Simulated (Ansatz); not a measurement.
## How BeTe (F-43m) stiffens under pressure

```
Be Te
1.0
     0.00000    2.82841    2.82841
     2.82841    0.00000    2.82841
     2.82841    2.82841    0.00000
Be Te
1 1
Direct
  0.00000 0.00000 0.00000
  0.75000 0.75000 0.75000
```

This is the zero-pressure cell. At each pressure cell and atoms are relaxed in this structure, and the constants are slopes of the stress at strains of ±0.005 with relaxed ions (the coefficients that govern stability under load). Level: r²SCAN, PAW on Ansatz 0.2.0's default frozen-core files (fitted under PBE), scalar-relativistic; k mesh 8×8×8, strains of ±0.005, fixed occupations, cutoff 500 eV. P is the pressure of the relaxed cell, less that of this one.

```tsv
P (GPa)	V/V₀	C11 (GPa)	C12 (GPa)	C44 (GPa)
0.00	1.0000	101.4	38.3	52.4
0.97	0.9842	105.7	41.9	53.9
1.98	?	?	?	?
3.97	0.9422	118.6	52.5	58.1
6.95	0.9077	130.7	62.7	61.6
9.97	0.8779	142.5	72.9	64.5
14.96	0.8370	161.0	89.4	68.3
```

Question: Does the bulk modulus from the constants agree with the pressure-volume curve?

Answer: A third-order Birch-Murnaghan fit to the volumes shown (F against f, f = [(V₀/V)^(2/3) − 1]/2) gives B₀ = 59.4 GPa and B′ = 3.9. Its −V dP/dV stands beside (C11 + 2C12)/3:

```csv
P (GPa),from P(V),from the constants
0.00,59.4,59.4
0.97,63.2,63.2
3.97,74.5,74.5
6.95,85.4,85.4
9.97,96.1,96.1
14.96,113.4,113.2
```

Question: What are the pressure derivatives at zero pressure?

Answer: Slopes at V₀ of quadratic fits in −ln(V/V₀) through the first four rows shown, divided by B₀: dC11/dP = 4.5, dC12/dP = 3.6, dC44/dP = 1.7. The mean slopes up to 4.0 GPa are 4.3, 3.6, 1.5; curvature and scatter of the constants part the two. The combination (dC11/dP + 2 dC12/dP)/3 = 3.9 stands against B′.

Question: Fill the row at 1.98 GPa.

Answer: Cubic fits in −ln(V/V₀) through all rows shown give C11 = 110.2, C12 = 45.5, C44 = 55.5 GPa. Computed: V/V₀ = 0.9691, C11 (GPa) = 110.2, C12 (GPa) = 45.5, C44 (GPa) = 55.5.

Question: Does a shear stiffness soften?

Answer: C44 goes from 52.4 to 68.3 GPa; (C11 − C12)/2 goes from 31.5 to 35.8 GPa. Neither ends more than 3 % under its start, and the lattice stays mechanically stable over this range.

Limits of these numbers: no other phase was computed; many crystals of this kind change structure within this range, and rows or crossings beyond such a change describe a metastable lattice; frozen-core PAW files fitted under PBE, their cores solved anew for the functional of the run; constants at zero field, no piezoelectric stiffening; phonons weren't checked at these pressures.
